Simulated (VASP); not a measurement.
# SnO2 (Cassiterite) (P4_2/mnm) in VASP: a series of runs

Runs on SnO2 (Cassiterite). Level: PBE. Tasks: single point, relaxation of cell and atoms.

Program: VASP 6.6.1. These are calculated values, not measurements. Logs are shortened: lines on timing, memory, paths and dates and some standing lists are left out, and cuts for length are marked.

## Step 1: The structure

It takes space group P4_2/mnm (No. 136, tetragonal). The conventional cell has a = 4.826 Å, b = 4.826 Å, c = 3.239 Å, α = 90.00°, β = 90.00°, γ = 90.00°. Sn (site symmetry mmm) has 6 O at 2.09 Å as nearest neighbours. O (site symmetry m2m) has 3 Sn at 2.09 Å as nearest neighbours.

## Step 2: Single point, PBE

Contents of INCAR:

```
SYSTEM = SnO2
ALGO = Normal
EDIFF = 1E-6
ENCUT = 520
GGA = PE
ISIF = 2
ISMEAR = 0
LASPH = .True.
LCHARG = .False.
LREAL = .False.
LWAVE = .False.
NBANDS = 35
NELM = 100
PREC = Accurate
SIGMA = 0.1
```

Contents of KPOINTS:

```
k-points
0
Gamma
  4 4 6
  0 0 0
```

Contents of POSCAR:

```
SnO2
1.0
    4.8263024868      0.0000000000      0.0000000000
    0.0000000000      4.8263024868      0.0000000000
    0.0000000000      0.0000000000      3.2385456153
Sn O
2 4
Direct
    0.0000000000      0.0000000000      0.0000000000
    0.5000000000      0.5000000000      0.5000000000
    0.3065654532      0.3065654532      0.0000000000
    0.1934345468      0.8065654532      0.5000000000
    0.6934345468      0.6934345468      0.0000000000
    0.8065654532      0.1934345468      0.5000000000
```

Potentials or basis: VASP PAW PBE potentials, release 64 (Sn_d, O).

Command:

```console
$ cat potpaw_PBE.64/Sn_d/POTCAR potpaw_PBE.64/O/POTCAR > POTCAR
$ mpirun -np 1 vasp_std > vasp.out
```

OUTCAR:

```text
SYSTEM = SnO2
   EDIFF = 1E-6
   ENCUT = 520
   GGA = PE
   ISIF = 2
   ISMEAR = 0
   LASPH = .True.
   LREAL = .False.
   NELM = 100
   PREC = Accurate

 ion  position               nearest neighbor table
   1  0.000  0.000  0.000-   4 2.09   6 2.09   4 2.09   6 2.09   5 2.09   3 2.09
   2  0.500  0.500  0.500-   3 2.09   5 2.09   3 2.09   5 2.09   4 2.09   6 2.09
   3  0.307  0.307  0.000-   2 2.09   2 2.09   1 2.09
   4  0.193  0.807  0.500-   1 2.09   1 2.09   2 2.09
   5  0.693  0.693  0.000-   2 2.09   2 2.09   1 2.09
   6  0.807  0.193  0.500-   1 2.09   1 2.09   2 2.09

  LATTYP: Found a simple tetragonal cell.
 ALAT       =     4.8263024868
 C/A-ratio  =     0.6710200250

  Lattice vectors:

 A1 = (   4.8263024868,   0.0000000000,   0.0000000000)
 A2 = (   0.0000000000,   4.8263024868,   0.0000000000)
 A3 = (   0.0000000000,   0.0000000000,   3.2385456153)

Analysis of symmetry for initial positions (statically):
=====================================================================
 Subroutine PRICEL returns:
 Original cell was already a primitive cell.

 Routine SETGRP: Setting up the symmetry group for a
 simple tetragonal supercell.

 Subroutine GETGRP returns: Found 16 space group operations
 (whereof  8 operations were pure point group operations)
 out of a pool of 16 trial point group operations.

The static configuration has the point symmetry D_2h.
 The point group associated with its full space group is D_4h.

Analysis of symmetry for dynamics (positions and initial velocities):
=====================================================================
 Subroutine PRICEL returns:
 Original cell was already a primitive cell.

 Routine SETGRP: Setting up the symmetry group for a
 simple tetragonal supercell.

 Subroutine GETGRP returns: Found 16 space group operations
 (whereof  8 operations were pure point group operations)
 out of a pool of 16 trial point group operations.

The dynamic configuration has the point symmetry D_2h.
 The point group associated with its full space group is D_4h.

 Subroutine INISYM returns: Found 16 space group operations
 (whereof  8 operations are pure point group operations),
 and found     1 'primitive' translations

----------------------------------------------------------------------------------------

                                     Primitive cell

  volume of cell :      75.4361

  direct lattice vectors                    reciprocal lattice vectors
     4.826302487  0.000000000  0.000000000     0.207197954  0.000000000  0.000000000
     0.000000000  4.826302487  0.000000000     0.000000000  0.207197954  0.000000000
     0.000000000  0.000000000  3.238545615     0.000000000  0.000000000  0.308780582

  length of vectors
     4.826302487  4.826302487  3.238545615     0.207197954  0.207197954  0.308780582

  position of ions in fractional coordinates (direct lattice)
     0.000000000  0.000000000  0.000000000
     0.500000000  0.500000000  0.500000000
     0.306565453  0.306565453  0.000000000
     0.193434547  0.806565453  0.500000000
     0.693434547  0.693434547  0.000000000
     0.806565453  0.193434547  0.500000000

  ion indices of the primitive-cell ions
   primitive index   ion index
                 1           1
                 2           2
                 3           3
                 4           4
                 5           5
                 6           6

----------------------------------------------------------------------------------------

 KPOINTS: k-points

Automatic generation of k-mesh.
 Grid dimensions read from file:
 generate k-points for:    4    4    6

 Generating k-lattice:

  Cartesian coordinates                     Fractional coordinates (reciprocal lattice)
     0.051799488  0.000000000  0.000000000     0.250000000  0.000000000  0.000000000
     0.000000000  0.051799488  0.000000000     0.000000000  0.250000000  0.000000000
     0.000000000  0.000000000  0.051463430     0.000000000  0.000000000  0.166666667

  Length of vectors
     0.051799488  0.051799488  0.051463430

  Shift w.r.t. Gamma in fractional coordinates (k-lattice)
     0.000000000  0.000000000  0.000000000

 Subroutine IBZKPT returns following result:
 ===========================================

 Found     24 irreducible k-points:

 Following reciprocal coordinates:
            Coordinates               Weight
  0.000000  0.000000  0.000000      1.000000
  0.250000  0.000000  0.000000      4.000000
  0.500000  0.000000  0.000000      2.000000
  0.250000  0.250000  0.000000      4.000000
  0.500000  0.250000  0.000000      4.000000
  0.500000  0.500000  0.000000      1.000000
[... 16 lines left out ...]
  0.500000  0.250000  0.500000      4.000000
  0.500000  0.500000  0.500000      1.000000
   k-points           NKPTS =     24   k-points in BZ     NKDIM =     24   number of bands    NBANDS=     35
   number of dos      NEDOS =    301   number of ions     NIONS =      6
   total plane-waves  NPLWV =  31104
   dimension x,y,z NGX =    36 NGY =   36 NGZ =   24
   dimension x,y,z NGXF=    72 NGYF=   72 NGZF=   48
   ions per type =               2   4
   NGX,Y,Z   is equivalent  to a cutoff of  12.40, 12.40, 12.32 a.u.
   NGXF,Y,Z  is equivalent  to a cutoff of  24.80, 24.80, 24.64 a.u.
 SYSTEM =  SnO2
   PREC   = accura    normal or accurate (medium, high low for compatibility)
   ISTART =      0    job   : 0-new  1-cont  2-samecut
   ICHARG =      2    charge: 1-file 2-atom 10-const
   ISPIN  =      1    spin polarized calculation?
   LNONCOLLINEAR =      F non collinear calculations
   LSORBIT =      F    spin-orbit coupling
   LASPH  =      T    aspherical Exc in radial PAW
   ENCUT  =  520.0 eV  38.22 Ry    6.18 a.u.   8.97  8.97  6.02*2*pi/ulx,y,z
   NELM   =    100;   NELMIN=  2; NELMDL= -5     # of ELM steps
   EDIFF  = 0.1E-05   stopping-criterion for ELM
   LREAL  =      F    real-space projection
   EDIFFG = 0.1E-04   stopping-criterion for IOM
   NSW    =      0    number of steps for IOM
   IBRION =     -1    ionic relax: 0-MD 1-quasi-New 2-CG
   NFREE  =      0    steps in history (QN), initial steepest desc. (CG)
   ISIF   =      2    stress and relaxation
   ISYM   =      2    0-nonsym 1-usesym 2-fastsym
   POTIM  = 0.5000    time-step for ionic-motion
   TEBEG  =    0.0;   TEEND  =   0.0 temperature during run
   PSTRESS=    0.0 pullay stress
   NELECT =      52.0000    total number of electrons
   NUPDOWN=      -1.0000    fix difference up-down
   EMIN   =  10.00;   EMAX   =-10.00  energy-range for DOS
   EFERMI =   0.00;   METHOD = LEGACY
   ISMEAR =     0;   SIGMA  =   0.10  broadening in eV -4-tet -1-fermi 0-gaus
   EFERMI_NEDOS =   21; number of points for ismear=-14 and -15
   IALGO  =     38    algorithm
   IMIX   =      4    mixing-type and parameters
     AMIX     =   0.40;   BMIX     =  1.00
     AMIX_MAG =   1.60;   BMIX_MAG =  1.00
  volume/ion in A,a.u.               =      12.57        84.84
  Fermi-wavevector in a.u.,A,eV,Ry     =   1.446160  2.732846 28.454923  2.091378
  Thomas-Fermi vector in A             =   2.564260
   LORBIT       =      0    0 simple, 1 ext, 2 COOP (PROOUT), +10 PAW based schemes
   GGA     = PE    functional components
   LHFCALC =     F    Hartree Fock is set to
   AEXX    =    0.0000 exact exchange contribution
   IVDW    =     0    specifies the selected vdW correction
   LEPSILON=     F    determine dielectric tensor
   LRPA    =     F    only Hartree local field effects (RPA)
 non-spin polarized calculation
 Gauss-broadening in eV      SIGMA  =   0.10
  energy-cutoff  :      520.00
  volume of cell :       75.44
 maximum number of plane-waves:      2060
 NGX is ok and might be reduce to    36
   NGX = 17   NGY = 17   NGZ = 13

 number of electron      52.0000002 magnetization

 Free energy of the ion-electron system (eV)
  ---------------------------------------------------
  ext. energy  EPLUGINS =         0.00000000
  ---------------------------------------------------
  free energy    TOTEN  =       -37.30926061 eV

  energy without entropy =      -37.30926059  energy(sigma->0) =      -37.30926060

 E-fermi :   5.8713     XC(G=0): -10.9778

 val. band max:        5.5361253717   @ k =   0.0000   0.0000   0.0000
 cond. band min:       6.2064222619   @ k =   0.0000   0.0000   0.0000
 fundamental gap:      0.6702968902
 Fermi energy:         5.8712956969

 k-point     1 :       0.0000    0.0000    0.0000
  band No.  band energies     occupation
      1     -15.5009      2.00000
      2     -14.8355      2.00000
      3     -14.6429      2.00000
      4     -14.6156      2.00000
      5     -14.6156      2.00000
      6     -14.5503      2.00000
[... 27 lines left out ...]
     34      17.0246      0.00000
     35      17.8108      0.00000

 k-point     2 :       0.2500    0.0000    0.0000
  band No.  band energies     occupation
      1     -15.4176      2.00000
      2     -14.9337      2.00000
      3     -14.6411      2.00000
      4     -14.6126      2.00000
      5     -14.6125      2.00000
      6     -14.6003      2.00000
[... 27 lines left out ...]
     34      17.2833      0.00000
     35      17.7836      0.00000

 k-point     3 :       0.5000    0.0000    0.0000
  band No.  band energies     occupation
      1     -15.1922      2.00000
      2     -15.1922      2.00000
      3     -14.6332      2.00000
      4     -14.6332      2.00000
      5     -14.6095      2.00000
      6     -14.6095      2.00000
[... 27 lines left out ...]
     34      17.7210      0.00000
     35      17.7340      0.00000
[... 723 lines left out ...]
 k-point    23 :       0.5000    0.2500    0.5000
  band No.  band energies     occupation
      1     -15.3800      2.00000
      2     -15.3800      2.00000
      3     -14.7422      2.00000
      4     -14.7422      2.00000
      5     -14.5065      2.00000
      6     -14.5065      2.00000
[... 27 lines left out ...]
     34      16.6088      0.00000
     35      18.0480      0.00000

 k-point    24 :       0.5000    0.5000    0.5000
  band No.  band energies     occupation
      1     -15.2942      2.00000
      2     -15.2942      2.00000
      3     -14.8754      2.00000
      4     -14.8754      2.00000
      5     -14.5032      2.00000
      6     -14.5032      2.00000
[... 27 lines left out ...]
     34      16.1527      0.00000
     35      18.3743      0.00000

------------------------ aborting loop because EDIFF is reached ----------------------------------------

  FORCE on cell =-STRESS in cart. coord.  units (eV):
  Direction    XX          YY          ZZ          XY          YZ          ZX
  --------------------------------------------------------------------------------------
  -------------------------------------------------------------------------------------
  Total        0.2642666      0.2642666      0.3646818      0.0000000      0.0000000      0.0000000
  in kB        5.6127258      5.6127258      7.7454298      0.0000000      0.0000000      0.0000000
  external PRESSURE =       6.3236271 kB  Pullay stress =       0.0000000 kB

 VOLUME and BASIS-vectors are now :
 -----------------------------------------------------------------------------
  energy-cutoff  :      520.00
  volume of cell :       75.44
      direct lattice vectors                 reciprocal lattice vectors
     4.826302487  0.000000000  0.000000000     0.207197954  0.000000000  0.000000000
     0.000000000  4.826302487  0.000000000     0.000000000  0.207197954  0.000000000
     0.000000000  0.000000000  3.238545615     0.000000000  0.000000000  0.308780582

 POSITION                                       TOTAL-FORCE (eV/Angst)
 -----------------------------------------------------------------------------------
      0.00000      0.00000      0.00000        -0.000000     -0.000000     -0.000000
      2.41315      2.41315      1.61927        -0.000000     -0.000000     -0.000000
      1.47958      1.47958      0.00000        -0.010253     -0.010253      0.000000
      0.93357      3.89273      1.61927         0.010253     -0.010253     -0.000000
      3.34672      3.34672      0.00000         0.010253      0.010253     -0.000000
      3.89273      0.93357      1.61927        -0.010253      0.010253     -0.000000
 -----------------------------------------------------------------------------------
    total drift:                                0.000000      0.000000      0.000000

  FREE ENERGIE OF THE ION-ELECTRON SYSTEM (eV)
  ---------------------------------------------------
  free  energy   TOTEN  =       -37.3092606054 eV

  energy  without entropy=      -37.3092605898  energy(sigma->0) =      -37.30926060
```

Run time: 33 s. Hardware: 1 thread of AMD EPYC 9R45 (Zen 5), shared host; peak memory 0.17 GiB.

Results:

* Free energy: -37.3093 eV
* Pressure: 0.6 GPa
* Largest force: 0.014 eV/Å
* Band gap on the k mesh: 0.67 eV, direct

Forces on the atoms (eV/Å):
```
Sn   0.000  0.000  0.000
Sn   0.000  0.000  0.000
O   -0.010 -0.010  0.000
O    0.010 -0.010  0.000
O    0.010  0.010  0.000
O   -0.010  0.010  0.000
```

Stress tensor (GPa, compression positive):
```
0.56 0.00 0.00
0.00 0.56 0.00
0.00 0.00 0.77
```

Caveat: spin-orbit coupling is left out, which moves the levels of the heavy elements. A hybrid or GW would open this gap; PBE tends to underestimate it.

## Step 3: Relaxation of cell and atoms, PBE

This run uses another cell than the first one, of 11.92 Å³/atom, 0.948 times its volume.

Contents of INCAR:

```
SYSTEM = SnO2
ALGO     = Normal         ! electronic algorithm
EDIFF    = 1E-6           ! SCF threshold, eV
EDIFFG   = -0.05          ! ionic threshold
ENCUT    = 600            ! plane-wave cutoff, eV
GGA      = PE             ! functional
IBRION   = 2              ! ionic algorithm
ISIF     = 3              ! what is computed and relaxed
ISMEAR   = 0              ! smearing method
LASPH    = .True.         ! aspherical terms in the spheres
LCHARG   = .False.        ! write CHGCAR
LREAL    = .False.        ! projectors in reciprocal space
LWAVE    = .False.        ! write WAVECAR
NELM     = 100            ! most SCF steps
NSW      = 100            ! ionic steps
PREC     = Accurate       ! precision mode
SIGMA    = 0.1            ! smearing width, eV
```

KPOINTS is that of step 2.

Contents of POSCAR:

```
SnO2
1.0
    4.7380000000      0.0000000000      0.0000000000
    0.0000000000      4.7380000000      0.0000000000
    0.0000000000      0.0000000000      3.1865000000
Sn O
2 4
Direct
    0.0000000000      0.0000000000      0.0000000000
    0.5000000000      0.5000000000      0.5000000000
    0.3071000000      0.3071000000      0.0000000000
    0.1929000000      0.8071000000      0.5000000000
    0.6929000000      0.6929000000      0.0000000000
    0.8071000000      0.1929000000      0.5000000000
```

Potentials or basis: VASP PAW PBE potentials, release 64 (Sn_d, O).

Command:

```console
$ cat potpaw_PBE.64/Sn_d/POTCAR potpaw_PBE.64/O/POTCAR > POTCAR
$ mpirun -np 1 vasp_std > vasp.out
```

Wall time 2.2 min (1 thread of AMD EPYC 9R45 (Zen 5), shared host); peak memory 0.21 GiB.

Results (log left out):

- Free energy: -37.3099 eV
- Relaxed volume: 12.59 Å³/atom
- Relaxed cell: a = 4.824 Å, b = 4.824 Å, c = 3.246 Å, α = 90.00°, β = 90.00°, γ = 90.00°
- Space group after relaxing (to 0.05 Å): P4_2/mnm (No. 136)
- Energy gained by relaxing: 23.6 meV/atom
- Ionic steps: 5
- Pressure after relaxing: 0.1 GPa
- Band gap on the k mesh: 0.64 eV, direct

Forces on the atoms (eV/Å):
```
Sn   0.000  0.000  0.000
Sn   0.000  0.000  0.000
O    0.002  0.002  0.000
O   -0.002  0.002  0.000
O   -0.002 -0.002  0.000
O    0.002 -0.002  0.000
```

Stress tensor (GPa, compression positive):
```
 0.26  0.00  0.00
 0.00  0.26  0.00
 0.00  0.00 -0.20
```

Step by step:
| step | energy change (eV) | largest force (eV/Å) | pressure (GPa) | volume (Å³) |
| --- | --- | --- | --- | --- |
| 1 | 0.0000 | 0.2932 | 11.59 | 71.53 |
| 2 | 0.0627 | 0.3543 | -10.36 | 80.84 |
| 3 | -0.1397 | 0.0633 | 0.02 | 75.49 |
| 4 | -0.1397 | 0.0573 | 0.23 | 75.41 |
| 5 | -0.1414 | 0.0028 | 0.11 | 75.55 |

Final structure:
```
Sn O
1.0
     4.82423    0.00000    0.00000
     0.00000    4.82423    0.00000
     0.00000    0.00000    3.24630
Sn O
2 4
Cartesian
  0.0000 4.8242 0.0000
  2.4121 2.4121 1.6231
  1.4787 1.4787 3.2463
  0.9334 3.8908 1.6231
  3.3455 3.3455 0.0000
  3.8908 0.9334 1.6231
```

Levels at points of the mesh, in eV from the valence-band top:
```tsv
k point	band 23	band 24	band 25	band 26	band 27	band 28	band 29	band 30
(0.00, 0.00, 0.00)	-1.26	-0.74	-0.74	0.00	0.64	5.65	6.03	6.03
(0.50, 0.00, 0.00)	-1.21	-1.21	-0.60	-0.60	3.86	3.86	6.78	6.78
(0.50, 0.50, 0.00)	-1.34	-1.34	-0.85	-0.85	4.25	4.25	7.13	7.13
(0.00, 0.00, 0.50)	-1.52	-1.52	-1.18	-1.18	5.57	5.57	9.36	9.36
(0.50, 0.00, 0.50)	-1.01	-1.01	-0.74	-0.74	5.83	5.83	7.61	7.61
(0.50, 0.50, 0.50)	-0.91	-0.91	-0.77	-0.77	4.33	4.33	8.61	8.61
```

Caveat: spin-orbit coupling is left out, which moves the levels of the heavy elements; the relaxation stopped at a loose force limit of 0.05 eV/Å, so its end isn't a converged minimum. As with any semilocal functional, this PBE gap is likely too small.
